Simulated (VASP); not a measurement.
# CdSe (Cadmoselite) (P6_3mc) in VASP: notebook, part 3 of 3

VASP 6.6.1. The steps go on from the part before.

### 5 Single point, r2SCAN

This run uses another cell than the first one, of 28.87 Å³/atom, 1.042 times its volume.

POSCAR

```
CdSe
1.0
    4.3406509800      0.0000000000      0.0000000000
   -2.1703254900      3.7591140200      0.0000000000
    0.0000000000      0.0000000000      7.0769662600
Cd Se
2 2
Direct
    0.3333333300      0.6666666700      0.0045324400
    0.6666666700      0.3333333300      0.5045324400
    0.3333333300      0.6666666700      0.3804675600
    0.6666666700      0.3333333300      0.8804675600
```

INCAR.step1

```
SYSTEM = CdSe
PREC = Accurate
ENCUT = 520
ISMEAR = -1
SIGMA = 0.02
LREAL = .False.
LASPH = .True.
NELM = 60
NBANDS = 26
GGA = PE
ALGO = Normal
EDIFF = 1E-4
LWAVE = .True.
LCHARG = .False.
```

INCAR.step2

```
SYSTEM = CdSe
PREC = Accurate
ENCUT = 520
EDIFF = 1E-6
ISMEAR = -1
SIGMA = 0.02
LREAL = .False.
LASPH = .True.
NELM = 60
ALGO = Normal
ISIF = 2
LWAVE = .False.
LCHARG = .False.
METAGGA = R2SCAN
LMIXTAU = .True.
NBANDS = 26
ISTART = 1
```

KPOINTS

```
Automatic mesh
0
Gamma
  6 6 4
  0 0 0
```

Potentials or basis: VASP PAW PBE potentials, release 64 (Cd, Se).

The run is started by

```console
cat potpaw_PBE.64/Cd/POTCAR potpaw_PBE.64/Se/POTCAR > POTCAR
cp INCAR.step1 INCAR
mpirun -np 1 vasp_std > vasp.out
cp INCAR.step2 INCAR
mpirun -np 1 vasp_std > vasp.out
```

OUTCAR:

```text
SYSTEM = CdSe
   PREC = Accurate
   ENCUT = 520
   EDIFF = 1E-6
   ISMEAR = -1
   LREAL = .False.
   LASPH = .True.
   NELM = 60
   ISIF = 2
   METAGGA = R2SCAN
   ISTART = 1

 ion  position               nearest neighbor table
   1  0.333  0.667  0.005-   4 2.66   4 2.66   4 2.66   3 2.66
   2  0.667  0.333  0.505-   3 2.66   3 2.66   3 2.66   4 2.66
   3  0.333  0.667  0.380-   2 2.66   2 2.66   2 2.66   1 2.66
   4  0.667  0.333  0.880-   1 2.66   1 2.66   1 2.66   2 2.66

  LATTYP: Found a hexagonal cell.
 ALAT       =     4.3406509800
 C/A-ratio  =     1.6303928357

  Lattice vectors:

 A1 = (   4.3406509800,   0.0000000000,   0.0000000000)
 A2 = (  -2.1703254900,   3.7591140200,   0.0000000000)
 A3 = (   0.0000000000,   0.0000000000,   7.0769662600)

Analysis of symmetry for initial positions (statically):
=====================================================================
 Subroutine PRICEL returns:
 Original cell was already a primitive cell.

 Routine SETGRP: Setting up the symmetry group for a
 hexagonal supercell.

 Subroutine GETGRP returns: Found 12 space group operations
 (whereof  6 operations were pure point group operations)
 out of a pool of 24 trial point group operations.

The static configuration has the point symmetry C_3v.
 The point group associated with its full space group is C_6v.

Analysis of symmetry for dynamics (positions and initial velocities):
=====================================================================
 Subroutine PRICEL returns:
 Original cell was already a primitive cell.

 Routine SETGRP: Setting up the symmetry group for a
 hexagonal supercell.

 Subroutine GETGRP returns: Found 12 space group operations
[... 115 lines left out ...]
   NELECT =      36.0000    total number of electrons
   NUPDOWN=      -1.0000    fix difference up-down
   EMIN   =  10.00;   EMAX   =-10.00  energy-range for DOS
   EFERMI =   0.00;   METHOD = LEGACY
   ISMEAR =    -1;   SIGMA  =   0.02  broadening in eV -4-tet -1-fermi 0-gaus
   EFERMI_NEDOS =   21; number of points for ismear=-14 and -15
   IALGO  =     38    algorithm
   IMIX   =      4    mixing-type and parameters
     AMIX     =   0.40;   BMIX     =  1.00
     AMIX_MAG =   1.60;   BMIX_MAG =  1.00
  volume/ion in A,a.u.               =      28.87       194.82
  Fermi-wavevector in a.u.,A,eV,Ry     =   1.110060  2.097709 16.765554  1.232233
  Thomas-Fermi vector in A             =   2.246607
   LORBIT       =      0    0 simple, 1 ext, 2 COOP (PROOUT), +10 PAW based schemes
   METAGGA = R2SCAN    functional components
   LHFCALC =     F    Hartree Fock is set to
   AEXX    =    0.0000 exact exchange contribution
   IVDW    =     0    specifies the selected vdW correction
   LEPSILON=     F    determine dielectric tensor
   LRPA    =     F    only Hartree local field effects (RPA)
 non-spin polarized calculation
  energy-cutoff  :      520.00
  volume of cell :      115.47
 maximum number of plane-waves:      3128
   NGX = 17   NGY = 17   NGZ = 27

 number of electron      35.9999987 magnetization

 Free energy of the ion-electron system (eV)
  ---------------------------------------------------
  ext. energy  EPLUGINS =         0.00000000
  ---------------------------------------------------
  free energy    TOTEN  =       -71.82980986 eV

  energy without entropy =      -71.82980986  energy(sigma->0) =      -71.82980986

 E-fermi :   0.8898     XC(G=0):  -9.2961

 val. band max:        0.4435510935   @ k =   0.0000   0.0000   0.0000
 cond. band min:       1.5370507116   @ k =   0.0000   0.0000   0.0000
 fundamental gap:      1.0934996182
 Fermi energy:         0.8898062058

 k-point     1 :       0.0000    0.0000    0.0000
  band No.  band energies     occupation
      1     -12.4337      2.00000
      2     -12.0713      2.00000
      3      -7.6328      2.00000
      4      -7.6266      2.00000
      5      -7.6266      2.00000
      6      -7.5581      2.00000
[... 598 lines left out ...]
     25       9.8340      0.00000
     26       9.8376      0.00000

------------------------ aborting loop because EDIFF is reached ----------------------------------------

  FORCE on cell =-STRESS in cart. coord.  units (eV):
  Direction    XX          YY          ZZ          XY          YZ          ZX
  --------------------------------------------------------------------------------------
  -------------------------------------------------------------------------------------
  Total        0.1737420      0.1737420      0.1756394      0.0000000      0.0000000      0.0000000
  in kB        2.4106147      2.4106147      2.4369417      0.0000000      0.0000000      0.0000000
  external PRESSURE =       2.4193904 kB  Pullay stress =       0.0000000 kB

 VOLUME and BASIS-vectors are now :
 -----------------------------------------------------------------------------
  energy-cutoff  :      520.00
  volume of cell :      115.47
      direct lattice vectors                 reciprocal lattice vectors
     4.340650980  0.000000000  0.000000000     0.230380191  0.133010065  0.000000000
    -2.170325490  3.759114020  0.000000000     0.000000000  0.266020130  0.000000000
     0.000000000  0.000000000  7.076966260     0.000000000  0.000000000  0.141303486

 POSITION                                       TOTAL-FORCE (eV/Angst)
 -----------------------------------------------------------------------------------
     -0.00000      2.50608      0.03208         0.000000     -0.000000      0.000807
      2.17033      1.25304      3.57056        -0.000000      0.000000      0.000807
     -0.00000      2.50608      2.69256        -0.000000      0.000000     -0.000807
      2.17033      1.25304      6.23104         0.000000     -0.000000     -0.000807
 -----------------------------------------------------------------------------------
    total drift:                               -0.000013      0.000007      0.002951

  FREE ENERGIE OF THE ION-ELECTRON SYSTEM (eV)
  ---------------------------------------------------
  free  energy   TOTEN  =       -71.8298098576 eV

  energy  without entropy=      -71.8298098576  energy(sigma->0) =      -71.82980986
```

OSZICAR.step1:

```text
N       E                     dE             d eps       ncg     rms          rms(c)
DAV:   1     0.239610227835E+03    0.23961E+03   -0.17088E+04  1092   0.124E+03
DAV:   2     0.115363090941E+01   -0.23846E+03   -0.23086E+03  1194   0.309E+02
DAV:   3    -0.116251856503E+02   -0.12779E+02   -0.12711E+02  1314   0.714E+01
DAV:   4    -0.117280983609E+02   -0.10291E+00   -0.10282E+00  1202   0.613E+00
DAV:   5    -0.117287475467E+02   -0.64919E-03   -0.64915E-03  1232   0.467E-01    0.834E+00
DAV:   6    -0.110022117172E+02    0.72654E+00   -0.12463E+00  1296   0.107E+01    0.663E+00
DAV:   7    -0.109694984575E+02    0.32713E-01   -0.50880E-01  1156   0.360E+00    0.259E+00
DAV:   8    -0.109687257099E+02    0.77275E-03   -0.49465E-02  1142   0.221E+00    0.376E-01
DAV:   9    -0.109688219960E+02   -0.96286E-04   -0.68098E-03  1186   0.933E-01    0.977E-02
DAV:  10    -0.109689832220E+02   -0.16123E-03   -0.78906E-04  1162   0.300E-01    0.707E-02
DAV:  11    -0.109690778997E+02   -0.94678E-04   -0.22286E-04   956   0.848E-02
   1 F= -.10969078E+02 E0= -.10969078E+02  d E =-.315136E-08
```

It took 1.9 min on 1 thread of Intel Xeon Platinum 8488C (Sapphire Rapids), shared host; peak memory 0.26 GiB.

Results:

| Quantity | Value |
| --- | --- |
| Free energy | -71.8298 eV |
| Pressure | 0.2 GPa |
| Band gap on the k mesh | 1.09 eV, direct |

Caveat: the PAW data sets were made with another functional, which shifts forces and pressure a little.

### 6 Single point, r2SCAN

This run uses another cell than the first one, of 28.87 Å³/atom, 1.042 times its volume.

POSCAR

```
CdSe
1.0
    4.3406509814      0.0000000000      0.0000000000
   -2.1703254907      3.7591140188      0.0000000000
    0.0000000000      0.0000000000      7.0769662600
Cd Se
2 2
Direct
    0.3333333333      0.6666666667      0.0045324400
    0.6666666667      0.3333333333      0.5045324400
    0.3333333333      0.6666666667      0.3804675600
    0.6666666667      0.3333333333      0.8804675600
```

INCAR.step1

```
SYSTEM = CdSe
PREC = Accurate
ENCUT = 520
ISMEAR = -1
SIGMA = 0.02
LREAL = .FALSE.
LASPH = .TRUE.
NELM = 100
NBANDS = 26
GGA = PE
ALGO = Normal
EDIFF = 1E-4
LWAVE = .TRUE.
LCHARG = .FALSE.
```

INCAR.step2

```
SYSTEM = CdSe
PREC = Accurate
ENCUT = 520
EDIFF = 1E-6
ISMEAR = -1
SIGMA = 0.02
LREAL = .FALSE.
LASPH = .TRUE.
NELM = 100
ALGO = Normal
ISIF = 2
LWAVE = .FALSE.
LCHARG = .FALSE.
METAGGA = R2SCAN
LMIXTAU = .TRUE.
NBANDS = 26
ISTART = 1
```

KPOINTS

```
Automatic mesh
0
G
  6 6 4
  0 0 0
```

Potentials or basis: VASP PAW PBE potentials, release 64 (Cd, Se).

The run is started by

```console
cat potpaw_PBE.64/Cd/POTCAR potpaw_PBE.64/Se/POTCAR > POTCAR
cp INCAR.step1 INCAR
mpirun -np 1 vasp_std > vasp.out
cp INCAR.step2 INCAR
mpirun -np 1 vasp_std > vasp.out
```

Run time: 1.8 min. Hardware: 1 thread of Intel Xeon Platinum 8488C (Sapphire Rapids), shared host; peak memory 0.26 GiB.

It converged, with:

```yaml
Free_energy: -71.8298 eV
Pressure: 0.2 GPa
Band_gap_on_the_k_mesh: 1.09 eV, direct
```

Levels at points of the mesh, in eV from the valence-band top:
```tsv
k point	band 16	band 17	band 18	band 19	band 20	band 21
(0.00, 0.00, 0.00)	-0.04	0.00	0.00	1.09	2.64	6.38
(0.50, 0.00, 0.00)	-1.80	-1.28	-0.73	3.63	3.71	5.09
(0.00, 0.00, 0.50)	-0.38	-0.38	-0.38	2.78	2.78	6.27
(0.50, 0.00, 0.50)	-1.31	-1.31	-1.31	3.33	3.33	5.27
```

Caveat: the PAW data sets were made with another functional, which shifts forces and pressure a little.

### 7 Summary

```csv
cell,gap on the mesh (eV),pressure (GPa)
"a = 4.282, b = 4.282, c = 6.981 Å, angles 90.0, 90.0, 120.0°, 4 atoms",1.19,2.6
"a = 4.312, b = 4.312, c = 7.029 Å, angles 90.0, 90.0, 120.0°, 4 atoms",1.14,1.4
"a = 4.341, b = 4.341, c = 7.077 Å, angles 90.0, 90.0, 120.0°, 4 atoms",1.09,0.2
```

Alike in all rows: task single point; level r2SCAN; potentials or basis VASP PAW PBE potentials, release 64 (Cd, Se); no spin polarisation; k mesh 6 × 6 × 4; cutoff (eV) 520; smearing fermi-dirac 0.02 eV.

Caveats: the PAW data sets were made with another functional, which shifts forces and pressure a little.

Total energies depend on the potentials used, so only differences within one code and one set of settings carry meaning.

### 8 Comparison with measurements

Step 2. Against the measured gap of CdSe, 1.841 eV (2 K; a printed reference work, data compilation), the calculated 1.19 eV is off by -0.65 eV. Spin-orbit coupling on Cd, Se is left out. The value is that of r2SCAN, without temperature or zero-point motion.

Step 3. A measured gap of CdSe is 1.841 eV (2 K; a printed reference work, data compilation); the calculated 1.14 eV misses it by -0.70 eV. Spin-orbit coupling on Cd, Se is left out. The value is that of r2SCAN, without temperature or zero-point motion.

Step 4. Measured gap of CdSe: 1.841 eV (2 K; a printed reference work, data compilation). This calculation gives 1.09 eV (-0.75 eV). Spin-orbit coupling on Cd, Se is left out. The value is that of r2SCAN, without temperature or zero-point motion.

Step 5. A measured gap of CdSe is 1.841 eV (2 K; a printed reference work, data compilation); the calculated 1.09 eV misses it by -0.75 eV. Spin-orbit coupling on Cd, Se is left out. The value is that of r2SCAN, without temperature or zero-point motion.

Step 6. Measured gap of CdSe: 1.841 eV (2 K; a printed reference work, data compilation). This calculation gives 1.09 eV (-0.75 eV). Spin-orbit coupling on Cd, Se is left out. The value is that of r2SCAN, without temperature or zero-point motion.
